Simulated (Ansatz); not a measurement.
## Bi2Te3: pressure against volume, fitted

```xyz
5
Lattice="2.1930 1.2661 10.1657 -2.1930 1.2661 10.1657 0.0000 -2.5323 10.1657" Properties=species:S:1:pos:R:3 pbc="T T T"
Bi    0.0000    0.0000   12.1988
Bi    0.0000    0.0000   18.2982
Te    0.0000    0.0000    0.0000
Te    0.0000    0.0000    6.3891
Te    0.0000    0.0000   24.1079
```

Atom numbers follow the list: Bi1, Bi2, Te3, Te4, Te5.

The cell is COD entry 9011962, as deposited and not checked against the literature; nothing was relaxed.

No spin–orbit coupling, which matters for the heavy atoms here.

All numbers below come from DFT, PBE, all-electron LAPW, scalar-relativistic (Ansatz 0.2.0).

Numerical set-up: a Γ-centred 7×7×7 k mesh, Fermi–Dirac smearing of 0.08 eV, basis error target 1 meV/atom, no spin polarisation.

The cell is scaled evenly. Fractional coordinates are held (clamped ions).

| V (Å³/atom) | P (GPa) |
| --- | --- |
| 32.517 | 4.39 |
| 33.194 | 3.09 |
| 33.533 | 2.49 |
| 33.871 | 1.92 |
| 34.210 | 1.38 |
| 34.549 | 0.87 |
| 35.226 | -0.07 |
| 35.904 | -0.92 |

(1) Fit a third-order Birch–Murnaghan curve to the pressures.

(2) Predict the pressure at the withheld volume, 31.839 Å³/atom.

## Answers

(1) P = (3B0/2)(y^(7/2) − y^(5/2))[1 + (3/4)(B0′ − 4)(y − 1)] with y = (V0/V)^(2/3) fits within 0.01 GPa for V0 = 35.172 Å³/atom, B0 = 46.8 GPa and B0′ = 4.54.

(2) There y = 1.0686, so the fit gives 5.84 GPa; the run gave 5.84 GPa.
